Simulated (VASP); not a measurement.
# InP (F-43m) in VASP: further runs

InP is run at these levels: LDA; tasks: single point.

Everything below comes from runs of VASP 6.6.1. Logs are shortened: lines on timing, memory, paths and dates and some standing lists are left out, and cuts for length are marked.

**The experiment to reproduce.**

From a printed reference work, data compilation, for a bulk crystal of InP at 1.6 K: band gap 1.4236 eV (direct).

The runs below are set against these values where they give the same quantity.

## 1. The cell of the first run

Symmetry: F-43m, No. 216, cubic system. The conventional cell has a = 5.776 Å, b = 5.776 Å, c = 5.776 Å, α = 90.00°, β = 90.00°, γ = 90.00°. Within 3.3 Å of In (site symmetry -43m) lie 4 P at 2.50 Å. Within 3.3 Å of P (site symmetry -43m) lie 4 In at 2.50 Å.

## 2. Single point, LDA

INCAR reads:

```
SYSTEM = InP
PREC = Accurate ; ENCUT = 520
EDIFF = 1E-6 ; ISMEAR = 0
SIGMA = 0.01 ; LREAL = .False.
LASPH = .True. ; NELM = 60
ALGO = Normal ; ISIF = 2
LWAVE = .False. ; LCHARG = .True.
GGA = CA ; LELF = .True.
LVHAR = .True. ; NBANDS = 16
```

KPOINTS reads:

```
regular mesh
0
Gamma
  8 8 8
  0 0 0
```

POSCAR reads:

```
InP
1.0
    2.8881022946      2.8881022946      0.0000000000
   -2.8881022946      2.8881022946      0.0000000000
    0.0000000000      2.8881022946      2.8881022946
In P
1 1
Direct
    0.0000000000      0.0000000000      0.0000000000
    0.7500000000      0.2500000000      0.5000000000
```

Potentials or basis: VASP PAW LDA potentials, release 64 (In_d, P).

Command:

```
$ cat potpaw_LDA.64/In_d/POTCAR potpaw_LDA.64/P/POTCAR > POTCAR
$ mpirun -np 1 vasp_std > vasp.out
```

OUTCAR:

```text
SYSTEM = InP
   PREC = Accurate
   ENCUT = 520
   EDIFF = 1E-6
   ISMEAR = 0
   LREAL = .False.
   LASPH = .True.
   NELM = 60
   ISIF = 2
   GGA = CA

 ion  position               nearest neighbor table
   1  0.000  0.000  0.000-   2 2.50   2 2.50   2 2.50   2 2.50
   2  0.750  0.250  0.500-   1 2.50   1 2.50   1 2.50   1 2.50

  LATTYP: Found a face centered cubic cell.
 ALAT       =     5.7762045892

  Lattice vectors:

 A1 = (   0.0000000000,   2.8881022946,   2.8881022946)
 A2 = (   2.8881022946,   0.0000000000,   2.8881022946)
 A3 = (   2.8881022946,   2.8881022946,   0.0000000000)

Analysis of symmetry for initial positions (statically):
=====================================================================
 Subroutine PRICEL returns:
 Original cell was already a primitive cell.

 Routine SETGRP: Setting up the symmetry group for a
 face centered cubic supercell.

 Subroutine GETGRP returns: Found 24 space group operations
 (whereof 24 operations were pure point group operations)
 out of a pool of 48 trial point group operations.

The static configuration has the point symmetry T_d .

Analysis of symmetry for dynamics (positions and initial velocities):
=====================================================================
 Subroutine PRICEL returns:
 Original cell was already a primitive cell.

 Routine SETGRP: Setting up the symmetry group for a
 face centered cubic supercell.

 Subroutine GETGRP returns: Found 24 space group operations
 (whereof 24 operations were pure point group operations)
 out of a pool of 48 trial point group operations.

The dynamic configuration has the point symmetry T_d .

 Subroutine INISYM returns: Found 24 space group operations
 (whereof 24 operations are pure point group operations),
 and found     1 'primitive' translations

----------------------------------------------------------------------------------------

                                     Primitive cell

  volume of cell :      48.1801

  direct lattice vectors                    reciprocal lattice vectors
     2.888102295  2.888102295  0.000000000     0.173124062  0.173124062 -0.173124062
    -2.888102295  2.888102295  0.000000000    -0.173124062  0.173124062 -0.173124062
     0.000000000  2.888102295  2.888102295     0.000000000  0.000000000  0.346248124

  length of vectors
     4.084393435  4.084393435  4.084393435     0.299859671  0.299859671  0.346248124

  position of ions in fractional coordinates (direct lattice)
     0.000000000  0.000000000  0.000000000
     0.750000000  0.250000000  0.500000000

  ion indices of the primitive-cell ions
   primitive index   ion index
                 1           1
                 2           2

----------------------------------------------------------------------------------------

 KPOINTS: regular mesh

Automatic generation of k-mesh.
 Grid dimensions read from file:
 generate k-points for:    8    8    8

 Generating k-lattice:

  Cartesian coordinates                     Fractional coordinates (reciprocal lattice)
     0.021640508  0.021640508 -0.021640508     0.125000000  0.000000000  0.000000000
    -0.021640508  0.021640508 -0.021640508     0.000000000  0.125000000  0.000000000
     0.000000000  0.000000000  0.043281015     0.000000000  0.000000000  0.125000000

  Length of vectors
     0.037482459  0.037482459  0.043281015

  Shift w.r.t. Gamma in fractional coordinates (k-lattice)
     0.000000000  0.000000000  0.000000000

 Subroutine IBZKPT returns following result:
 ===========================================

 Found     29 irreducible k-points:

 Following reciprocal coordinates:
            Coordinates               Weight
  0.000000  0.000000  0.000000      1.000000
  0.125000  0.000000  0.000000      8.000000
  0.250000  0.000000  0.000000      8.000000
  0.375000  0.000000  0.000000      8.000000
  0.500000  0.000000  0.000000      4.000000
  0.125000  0.125000  0.000000     12.000000
[... 16 lines left out ...]
  0.375000  0.250000  0.125000     48.000000
  0.500000  0.250000  0.125000     24.000000
 [... further k-points ...]
   k-points           NKPTS =     29   k-points in BZ     NKDIM =     29   number of bands    NBANDS=     16
   number of dos      NEDOS =    301   number of ions     NIONS =      2
   total plane-waves  NPLWV =  27000
   dimension x,y,z NGX =    30 NGY =   30 NGZ =   30
   dimension x,y,z NGXF=    60 NGYF=   60 NGZF=   60
   ions per type =               1   1
   NGX,Y,Z   is equivalent  to a cutoff of  12.21, 12.21, 12.21 a.u.
   NGXF,Y,Z  is equivalent  to a cutoff of  24.42, 24.42, 24.42 a.u.
 SYSTEM =  InP
   PREC   = accura    normal or accurate (medium, high low for compatibility)
   ISTART =      0    job   : 0-new  1-cont  2-samecut
   ICHARG =      2    charge: 1-file 2-atom 10-const
   ISPIN  =      1    spin polarized calculation?
   LNONCOLLINEAR =      F non collinear calculations
   LSORBIT =      F    spin-orbit coupling
   LASPH  =      T    aspherical Exc in radial PAW
   ENCUT  =  520.0 eV  38.22 Ry    6.18 a.u.   7.59  7.59  7.59*2*pi/ulx,y,z
   NELM   =     60;   NELMIN=  2; NELMDL= -5     # of ELM steps
   EDIFF  = 0.1E-05   stopping-criterion for ELM
   LREAL  =      F    real-space projection
   EDIFFG = 0.1E-04   stopping-criterion for IOM
   NSW    =      0    number of steps for IOM
   IBRION =     -1    ionic relax: 0-MD 1-quasi-New 2-CG
   NFREE  =      0    steps in history (QN), initial steepest desc. (CG)
   ISIF   =      2    stress and relaxation
   ISYM   =      2    0-nonsym 1-usesym 2-fastsym
   POTIM  = 0.5000    time-step for ionic-motion
   TEBEG  =    0.0;   TEEND  =   0.0 temperature during run
   PSTRESS=    0.0 pullay stress
   NELECT =      18.0000    total number of electrons
   NUPDOWN=      -1.0000    fix difference up-down
   EMIN   =  10.00;   EMAX   =-10.00  energy-range for DOS
   EFERMI =   0.00;   METHOD = LEGACY
   ISMEAR =     0;   SIGMA  =   0.01  broadening in eV -4-tet -1-fermi 0-gaus
   EFERMI_NEDOS =   21; number of points for ismear=-14 and -15
   IALGO  =     38    algorithm
   IMIX   =      4    mixing-type and parameters
     AMIX     =   0.40;   BMIX     =  1.00
     AMIX_MAG =   1.60;   BMIX_MAG =  1.00
  volume/ion in A,a.u.               =      24.09       162.57
  Fermi-wavevector in a.u.,A,eV,Ry     =   1.179080  2.228137 18.915207  1.390229
  Thomas-Fermi vector in A             =   2.315397
   LORBIT       =      0    0 simple, 1 ext, 2 COOP (PROOUT), +10 PAW based schemes
   GGA     = CA    functional components
   LHFCALC =     F    Hartree Fock is set to
   AEXX    =    0.0000 exact exchange contribution
   IVDW    =     0    specifies the selected vdW correction
   LEPSILON=     F    determine dielectric tensor
   LRPA    =     F    only Hartree local field effects (RPA)
 non-spin polarized calculation
 Gauss-broadening in eV      SIGMA  =   0.01
  energy-cutoff  :      520.00
  volume of cell :       48.18
 maximum number of plane-waves:      1316
   NGX = 15   NGY = 15   NGZ = 15

 number of electron      18.0000006 magnetization

 Free energy of the ion-electron system (eV)
  ---------------------------------------------------
  ext. energy  EPLUGINS =         0.00000000
  ---------------------------------------------------
  free energy    TOTEN  =        -9.66379577 eV

  energy without entropy =       -9.66379577  energy(sigma->0) =       -9.66379577

 E-fermi :   5.6091     XC(G=0):  -9.8003

 val. band max:        5.5052779685   @ k =   0.0000   0.0000   0.0000
 cond. band min:       6.2519932092   @ k =   0.0000   0.0000   0.0000
 fundamental gap:      0.7467152406
 Fermi energy:         5.6090860955

 k-point     1 :       0.0000    0.0000    0.0000
  band No.  band energies     occupation
      1      -8.7831      2.00000
      2      -8.7831      2.00000
      3      -8.7831      2.00000
      4      -8.6050      2.00000
      5      -8.6050      2.00000
      6      -6.3508      2.00000
[... 8 lines left out ...]
     15      15.0257      0.00000
     16      15.0257      0.00000

 k-point     2 :       0.1250    0.0000    0.0000
  band No.  band energies     occupation
      1      -8.8062      2.00000
      2      -8.7744      2.00000
      3      -8.7744      2.00000
      4      -8.6049      2.00000
      5      -8.6049      2.00000
      6      -6.1578      2.00000
[... 8 lines left out ...]
     15      14.3118      0.00000
     16      14.7958      0.00000

 k-point     3 :       0.2500    0.0000    0.0000
  band No.  band energies     occupation
      1      -8.8580      2.00000
      2      -8.7558      2.00000
      3      -8.7558      2.00000
      4      -8.6021      2.00000
      5      -8.6021      2.00000
      6      -5.6171      2.00000
[... 8 lines left out ...]
     15      14.0715      0.00000
     16      14.4936      0.00000

 k-point     4 :       0.3750    0.0000    0.0000
  band No.  band energies     occupation
      1      -8.9056      2.00000
      2      -8.7419      2.00000
      3      -8.7419      2.00000
      4      -8.5941      2.00000
      5      -8.5941      2.00000
      6      -4.8810      2.00000
[... 8 lines left out ...]
     15      15.0428      0.00000
     16      15.0428      0.00000
[... 324 lines left out ...]
 k-point    22 :       0.2500    0.2500    0.1250
  band No.  band energies     occupation
      1      -8.9012      2.00000
      2      -8.7334      2.00000
      3      -8.7257      2.00000
      4      -8.6241      2.00000
      5      -8.5872      2.00000
      6      -5.1682      2.00000
[... 8 lines left out ...]
     15      15.7546      0.00000
     16      17.2032      0.00000

 k-point    23 :       0.3750    0.2500    0.1250
  band No.  band energies     occupation
      1      -8.9284      2.00000
      2      -8.7274      2.00000
      3      -8.7086      2.00000
      4      -8.6196      2.00000
      5      -8.5869      2.00000
      6      -4.4896      2.00000
[... 8 lines left out ...]
     15      16.3981      0.00000
     16      16.9418      0.00000

 k-point    24 :       0.5000    0.2500    0.1250
  band No.  band energies     occupation
      1      -8.9383      2.00000
      2      -8.7269      2.00000
      3      -8.7027      2.00000
      4      -8.6125      2.00000
      5      -8.5899      2.00000
      6      -4.0981      2.00000
[... 8 lines left out ...]
     15      16.1871      0.00000
     16      16.9104      0.00000

 [... further k-points ...]
[... 5 lines left out ...]
  --------------------------------------------------------------------------------------
  -------------------------------------------------------------------------------------
  Total        0.5997331      0.5997331      0.5997331      0.0000000      0.0000000     -0.0000000
  in kB       19.9434771     19.9434771     19.9434771      0.0000000      0.0000000     -0.0000000
  external PRESSURE =      19.9434771 kB  Pullay stress =       0.0000000 kB

 VOLUME and BASIS-vectors are now :
 -----------------------------------------------------------------------------
  energy-cutoff  :      520.00
  volume of cell :       48.18
      direct lattice vectors                 reciprocal lattice vectors
     2.888102295  2.888102295  0.000000000     0.173124062  0.173124062 -0.173124062
    -2.888102295  2.888102295  0.000000000    -0.173124062  0.173124062 -0.173124062
     0.000000000  2.888102295  2.888102295     0.000000000  0.000000000  0.346248124

 POSITION                                       TOTAL-FORCE (eV/Angst)
 -----------------------------------------------------------------------------------
      0.00000      0.00000      0.00000        -0.000000      0.000000     -0.000000
      1.44405      4.33215      1.44405         0.000000     -0.000000      0.000000
 -----------------------------------------------------------------------------------
    total drift:                               -0.000000     -0.000000     -0.000000

  FREE ENERGIE OF THE ION-ELECTRON SYSTEM (eV)
  ---------------------------------------------------
  free  energy   TOTEN  =        -9.6637957686 eV

  energy  without entropy=       -9.6637957686  energy(sigma->0) =       -9.66379577
```

It took 11 s on 1 thread of Intel Xeon 6975P-C (Granite Rapids), shared host; peak memory 0.15 GiB.

Results:

```
Free energy            : -9.6638 eV
Pressure               : 2.0 GPa
Band gap on the k mesh : 0.75 eV, direct
```

Caveat: spin-orbit coupling is left out, which moves the levels of the heavy elements.

(Continued in part 2 of 3.)
